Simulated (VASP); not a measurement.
# Se (R-3m) in VASP: relaxation of cell and atoms with PBEsol

Aim: the relaxation of cell and atoms of Se with PBEsol.

All numbers are computed with VASP 6.6.1; they aren't measurements. Logs are shortened: lines on timing, memory, paths and dates and some standing lists are left out, and cuts for length are marked.

### 1 The crystal as given

The structure is trigonal, space group R-3m (No. 166). Conventional cell: a = 3.850 Å, b = 3.850 Å, c = 2.645 Å, α = 90.00°, β = 90.00°, γ = 120.00°. Se (site symmetry -3m) has 8 Se at 2.39 to 2.65 Å as nearest neighbours.

This isn't the form of Se at room conditions, which is trigonal, of chains.

### 2 Relaxation of cell and atoms, PBEsol, target pressure 125 GPa, at which the enthalpy is minimised

INCAR reads:

```
SYSTEM = Se
PREC = Accurate
ENCUT = 520
EDIFF = 1E-7
ISMEAR = 0
SIGMA = 0.1
LREAL = .FALSE.
LASPH = .TRUE.
NELM = 60
ALGO = Fast
ISIF = 3
LWAVE = .FALSE.
LCHARG = .FALSE.
GGA = PS
IBRION = 2
NSW = 80
EDIFFG = -0.002
PSTRESS = 1250.0
```

KPOINTS reads:

```
regular mesh
0
G
  12 12 12
  0 0 0
```

POSCAR reads:

```
Se
1.0
    1.9250000000      1.1113992700      0.8816666700
   -1.9250000000      1.1113992700      0.8816666700
    0.0000000000     -2.2227985400      0.8816666700
Se
1
Direct
    0.0000000000      0.0000000000      0.0000000000
```

Potentials or basis: VASP PAW PBE potentials, release 64 (Se).

On the command line:

```
> cat potpaw_PBE.64/Se/POTCAR > POTCAR
> mpirun -np 1 vasp_std > vasp.out
```

OUTCAR:

```text
SYSTEM = Se
   PREC = Accurate
   ENCUT = 520
   EDIFF = 1E-7
   ISMEAR = 0
   LREAL = .FALSE.
   LASPH = .TRUE.
   NELM = 60
   ISIF = 3
   GGA = PS
   IBRION = 2
   NSW = 80
   EDIFFG = -0.002
   PSTRESS = 1250.0

 ion  position               nearest neighbor table
   1  0.000  0.000  0.000-

  LATTYP: Found a trigonal (rhomboedric) cell.
 ALAT       =     2.3912694232
 COS(alpha) =    -0.2960878580

  Lattice vectors:

 A1 = (   1.9250000000,   1.1113992700,   0.8816666700)
 A2 = (  -1.9250000000,   1.1113992700,   0.8816666700)
 A3 = (   0.0000000000,  -2.2227985400,   0.8816666700)

Analysis of symmetry for initial positions (statically):
=====================================================================
 Subroutine PRICEL returns:
 Original cell was already a primitive cell.

 Routine SETGRP: Setting up the symmetry group for a
 trigonal (rhombohedral) supercell.

 Subroutine GETGRP returns: Found 12 space group operations
 (whereof 12 operations were pure point group operations)
 out of a pool of 12 trial point group operations.

The static configuration has the point symmetry D_3d.

Analysis of symmetry for dynamics (positions and initial velocities):
=====================================================================
 Subroutine PRICEL returns:
 Original cell was already a primitive cell.

 Routine SETGRP: Setting up the symmetry group for a
 trigonal (rhombohedral) supercell.

 Subroutine GETGRP returns: Found 12 space group operations
 (whereof 12 operations were pure point group operations)
 out of a pool of 12 trial point group operations.

The dynamic configuration has the point symmetry D_3d.

 Subroutine INISYM returns: Found 12 space group operations
 (whereof 12 operations are pure point group operations),
 and found     1 'primitive' translations

----------------------------------------------------------------------------------------

                                     Primitive cell

  volume of cell :      11.3177

  direct lattice vectors                    reciprocal lattice vectors
     1.925000000  1.111399270  0.881666670     0.259740260  0.149961109  0.378071832
    -1.925000000  1.111399270  0.881666670    -0.259740260  0.149961109  0.378071832
     0.000000000 -2.222798540  0.881666670     0.000000000 -0.299922217  0.378071832

  length of vectors
     2.391269423  2.391269423  2.391269426     0.482588486  0.482588486  0.482588486

  position of ions in fractional coordinates (direct lattice)
     0.000000000  0.000000000  0.000000000

  ion indices of the primitive-cell ions
   primitive index   ion index
                 1           1

----------------------------------------------------------------------------------------

 KPOINTS: regular mesh

Automatic generation of k-mesh.
 Grid dimensions read from file:
 generate k-points for:   12   12   12

 Generating k-lattice:

  Cartesian coordinates                     Fractional coordinates (reciprocal lattice)
     0.021645022  0.012496759  0.031505986     0.083333333  0.000000000  0.000000000
    -0.021645022  0.012496759  0.031505986     0.000000000  0.083333333  0.000000000
     0.000000000 -0.024993518  0.031505986     0.000000000  0.000000000  0.083333333

  Length of vectors
     0.040215707  0.040215707  0.040215707

  Shift w.r.t. Gamma in fractional coordinates (k-lattice)
     0.000000000  0.000000000  0.000000000

 Subroutine IBZKPT returns following result:
 ===========================================

 Found    189 irreducible k-points:

 Following reciprocal coordinates:
            Coordinates               Weight
  0.000000  0.000000  0.000000      1.000000
  0.083333  0.000000 -0.000000      6.000000
  0.166667  0.000000 -0.000000      6.000000
  0.250000 -0.000000 -0.000000      6.000000
  0.333333  0.000000 -0.000000      6.000000
  0.416667  0.000000 -0.000000      6.000000
[... 16 lines left out ...]
  0.500000  0.166667 -0.000000     12.000000
 -0.416667  0.166667  0.000000     12.000000
 [... further k-points ...]
   k-points           NKPTS =    189   k-points in BZ     NKDIM =    189   number of bands    NBANDS=      7
   number of dos      NEDOS =    301   number of ions     NIONS =      1
   total plane-waves  NPLWV =   5832
   dimension x,y,z NGX =    18 NGY =   18 NGZ =   18
   dimension x,y,z NGXF=    36 NGYF=   36 NGZF=   36
   ions per type =               1
   NGX,Y,Z   is equivalent  to a cutoff of  12.51, 12.51, 12.51 a.u.
   NGXF,Y,Z  is equivalent  to a cutoff of  25.03, 25.03, 25.03 a.u.
 SYSTEM =  Se
   PREC   = accura    normal or accurate (medium, high low for compatibility)
   ISTART =      0    job   : 0-new  1-cont  2-samecut
   ICHARG =      2    charge: 1-file 2-atom 10-const
   ISPIN  =      1    spin polarized calculation?
   LNONCOLLINEAR =      F non collinear calculations
   LSORBIT =      F    spin-orbit coupling
   LASPH  =      T    aspherical Exc in radial PAW
   ENCUT  =  520.0 eV  38.22 Ry    6.18 a.u.   4.45  4.45  4.45*2*pi/ulx,y,z
   NELM   =     60;   NELMIN=  2; NELMDL= -5     # of ELM steps
   EDIFF  = 0.1E-06   stopping-criterion for ELM
   LREAL  =      F    real-space projection
   EDIFFG = -.2E-02   stopping-criterion for IOM
   NSW    =     80    number of steps for IOM
   IBRION =      2    ionic relax: 0-MD 1-quasi-New 2-CG
   NFREE  =      1    steps in history (QN), initial steepest desc. (CG)
   ISIF   =      3    stress and relaxation
   ISYM   =      2    0-nonsym 1-usesym 2-fastsym
   POTIM  = 0.5000    time-step for ionic-motion
   TEBEG  =    0.0;   TEEND  =   0.0 temperature during run
   PSTRESS= 1250.0 pullay stress
   NELECT =       6.0000    total number of electrons
   NUPDOWN=      -1.0000    fix difference up-down
   EMIN   =  10.00;   EMAX   =-10.00  energy-range for DOS
   EFERMI =   0.00;   METHOD = LEGACY
   ISMEAR =     0;   SIGMA  =   0.10  broadening in eV -4-tet -1-fermi 0-gaus
   EFERMI_NEDOS =   21; number of points for ismear=-14 and -15
   IALGO  =     68    algorithm
   IMIX   =      4    mixing-type and parameters
     AMIX     =   0.40;   BMIX     =  1.00
     AMIX_MAG =   1.60;   BMIX_MAG =  1.00
  volume/ion in A,a.u.               =      11.32        76.38
  Fermi-wavevector in a.u.,A,eV,Ry     =   1.324971  2.503832 23.885687  1.755548
  Thomas-Fermi vector in A             =   2.454466
   LORBIT       =      0    0 simple, 1 ext, 2 COOP (PROOUT), +10 PAW based schemes
   GGA     = PS    functional components
   LHFCALC =     F    Hartree Fock is set to
   AEXX    =    0.0000 exact exchange contribution
   IVDW    =     0    specifies the selected vdW correction
   LEPSILON=     F    determine dielectric tensor
   LRPA    =     F    only Hartree local field effects (RPA)
 conjugate gradient relaxation of ions
 non-spin polarized calculation
 RMM-DIIS sequential band-by-band and
 Gauss-broadening in eV      SIGMA  =   0.10
  energy-cutoff  :      520.00
  volume of cell :       11.32
 maximum number of plane-waves:       314
 NGX is ok and might be reduce to    18
   NGX =  9   NGY =  9   NGZ =  9

--------------------------------------- Ionic step        1  -------------------------------------------

 number of electron       6.0000000 magnetization

 Free energy of the ion-electron system (eV)
  ---------------------------------------------------
  ext. energy  EPLUGINS =         0.00000000
  ---------------------------------------------------
  free energy    TOTEN  =        -1.05832773 eV

  energy without entropy =       -1.05507659  energy(sigma->0) =       -1.05670216

------------------------ aborting loop because EDIFF is reached ----------------------------------------

  FORCE on cell =-STRESS in cart. coord.  units (eV):
  Direction    XX          YY          ZZ          XY          YZ          ZX
  --------------------------------------------------------------------------------------
  -------------------------------------------------------------------------------------
  Total       10.9011345     10.9011345     10.4909773      0.0000000      0.0000000      0.0000000
  in kB     1543.2126201   1543.2126251   1485.1489540      0.0000000      0.0000000      0.0000000
  external PRESSURE =     273.8580664 kB  Pullay stress =    1250.0000000 kB
[... 22 lines left out ...]
  enthalpy is  TOTEN    =         7.7715755296 eV   P V=        8.8299032566

--------------------------------------- Ionic step        2  -------------------------------------------

 number of electron       5.9999997 magnetization

 E-fermi :   9.9230     XC(G=0): -12.1952

 val. band max:        9.8958104304   @ k =  -0.3333   0.2500   0.2500
 cond. band min:       9.9498037635   @ k =   0.5000   0.4167   0.2500
 fundamental gap:      0.0539933331
 Fermi energy:         9.9230190719

 k-point     1 :       0.0000    0.0000    0.0000
  band No.  band energies     occupation
      1      -9.7539      2.00000
      2      13.7225      0.00000
      3      15.2603      0.00000
      4      15.2603      0.00000
      5      22.0340      0.00000
      6      22.0340      0.00000
      7      23.3018      0.00000
[... 221 lines left out ...]
 k-point    24 :      -0.4167    0.1667    0.0000
  band No.  band energies     occupation
      1      -5.9964      2.00000
      2       3.6185      2.00000
      3       8.7349      2.00000
      4      12.8634      0.00000
      5      19.3931      0.00000
      6      21.8324      0.00000
      7      25.9811      0.00000

 [... further k-points ...]
[... 5 lines left out ...]
  --------------------------------------------------------------------------------------
  -------------------------------------------------------------------------------------
  Total        3.7555766      3.7555767      4.2892977      0.0000000      0.0000000      0.0000000
  in kB      406.8452725    406.8452751    464.6638014      0.0000000      0.0000000      0.0000000
  external PRESSURE =    -823.8818837 kB  Pullay stress =    1250.0000000 kB
[... 53 lines left out ...]
  FREE ENERGIE OF THE ION-ELECTRON SYSTEM (eV)
  ---------------------------------------------------
  free  energy   TOTEN  =        -1.6018588376 eV

  energy  without entropy=       -1.5987762321  energy(sigma->0) =       -1.60031753

  enthalpy is  TOTEN    =         7.7244748939 eV   P V=        9.3263337315

[... ionic steps 4 to 16 ...]

--------------------------------------- Ionic step       17  -------------------------------------------

 number of electron       5.9999998 magnetization

------------------------ aborting loop because EDIFF is reached ----------------------------------------

  FORCE on cell =-STRESS in cart. coord.  units (eV):
  Direction    XX          YY          ZZ          XY          YZ          ZX
  --------------------------------------------------------------------------------------
  -------------------------------------------------------------------------------------
  Total        9.2439900      9.2439905      9.2423386     -0.0000000     -0.0000000      0.0000000
  in kB     1249.9274392   1249.9274992   1249.7041484     -0.0000000     -0.0000000      0.0000000
  external PRESSURE =      -0.1469711 kB  Pullay stress =    1250.0000000 kB
[... 59 lines left out ...]
  enthalpy is  TOTEN    =         7.6719572621 eV   P V=        9.2445641228

--------------------------------------- Ionic step       19  -------------------------------------------

 number of electron       5.9999998 magnetization

 Free energy of the ion-electron system (eV)
  ---------------------------------------------------
  ext. energy  EPLUGINS =         0.00000000
  ---------------------------------------------------
  free energy    TOTEN  =        -1.57222766 eV

  energy without entropy =       -1.57122499  energy(sigma->0) =       -1.57172633

 E-fermi :  13.8311     XC(G=0): -13.2847

 val. band max:       13.6511192077   @ k =  -0.0833   0.4167   0.0833
 cond. band min:      13.8999160932   @ k =  -0.2500   0.2500   0.1667
 fundamental gap:      0.2487968856
 Fermi energy:        13.8311099963

 k-point     1 :       0.0000    0.0000    0.0000
  band No.  band energies     occupation
      1      -9.0219      2.00000
      2      20.7751      0.00000
      3      20.7759      0.00000
      4      20.7759      0.00000
      5      27.7157      0.00000
      6      27.7158      0.00000
      7      27.7158      0.00000
[... 221 lines left out ...]
 k-point    24 :      -0.4167    0.1667    0.0000
  band No.  band energies     occupation
      1      -4.3397      2.00000
      2       7.5841      2.00000
      3      11.1918      2.00000
      4      16.4597      0.00000
      5      24.0845      0.00000
      6      26.5415      0.00000
      7      30.5811      0.00000

 [... further k-points ...]
[... 5 lines left out ...]
  --------------------------------------------------------------------------------------
  -------------------------------------------------------------------------------------
  Total        9.2441864      9.2441870      9.2438832     -0.0000000     -0.0000000      0.0000000
  in kB     1250.0001962   1250.0002745   1249.9591928     -0.0000000     -0.0000000      0.0000000
  external PRESSURE =      -0.0134455 kB  Pullay stress =    1250.0000000 kB
[... 16 lines left out ...]
  FREE ENERGIE OF THE ION-ELECTRON SYSTEM (eV)
  ---------------------------------------------------
  free  energy   TOTEN  =        -1.5722276572 eV

  energy  without entropy=       -1.5712249940  energy(sigma->0) =       -1.57172633

  enthalpy is  TOTEN    =         7.6719572821 eV   P V=        9.2441849392

 reached required accuracy - stopping structural energy minimisation
```

Wall time 64 s (1 thread of Intel Xeon Platinum 8488C (Sapphire Rapids), shared host); peak memory 0.13 GiB.

Results:

| Item | Value |
| --- | --- |
| Free energy | -1.5722 eV |
| Relaxed volume | 11.85 Å³/atom |
| Relaxed cell | a = 2.487 Å, b = 2.487 Å, c = 2.487 Å, α = 109.47°, β = 109.47°, γ = 109.47° |
| Space group after relaxing (to 0.05 Å) | Im-3m (No. 229) |
| Energy change on relaxing (the enthalpy is what falls) | -513.9 meV/atom |
| Ionic steps | 19 |
| Pressure after relaxing | 125.0 GPa |
| Band gap on the k mesh | none (metal or under the smearing width) |

The path:
| step | energy change (eV) | largest force (eV/Å) | pressure (GPa) | volume (Å³) |
| --- | --- | --- | --- | --- |
| 1 | 0.0000 | 0.0000 | 152.39 | 11.32 |
| 2 | -1.8953 | 0.0000 | 42.61 | 14.79 |
| 3 | -0.5435 | 0.0000 | 122.00 | 11.95 |
| 4 | -0.4953 | 0.0000 | 124.70 | 11.89 |
| 5 | -0.4862 | 0.0000 | 125.21 | 11.88 |
| 6 | -0.4853 | 0.0000 | 125.18 | 11.87 |
| 7 | -0.4815 | 0.0000 | 125.37 | 11.85 |
| 8 | -0.4499 | 0.0000 | 128.37 | 11.77 |
| 9 | -0.4746 | 0.0000 | 127.26 | 11.80 |
| 10 | -0.4684 | 0.0000 | 127.67 | 11.79 |
| 11 | -0.5933 | 0.0000 | 120.15 | 11.95 |
| 12 | -0.4961 | 0.0000 | 126.03 | 11.83 |
| 13 | -0.5211 | 0.0000 | 124.58 | 11.86 |
| 14 | -0.5157 | 0.0000 | 124.90 | 11.85 |
| 15 | -0.5161 | 0.0000 | 124.88 | 11.85 |
| 16 | -0.5128 | 0.0000 | 125.07 | 11.85 |
| 17 | -0.5142 | 0.0000 | 124.99 | 11.85 |
| 18 | -0.5143 | 0.0000 | 124.98 | 11.85 |
| 19 | -0.5139 | 0.0000 | 125.00 | 11.85 |

Final structure:
```
CELL_PARAMETERS angstrom
2.03102 1.17261 0.82918
-2.03102 1.17261 0.82918
0.00000 -2.34522 0.82918
ATOMIC_POSITIONS crystal
Se 0.00000 0.00000 0.00000
```

Caveat: the cell is relaxed towards a set pressure, so the enthalpy falls and the energy may rise; the PAW data sets were made with another functional, which shifts forces and pressure a little. Zero-point motion and thermal expansion aren't in these numbers.
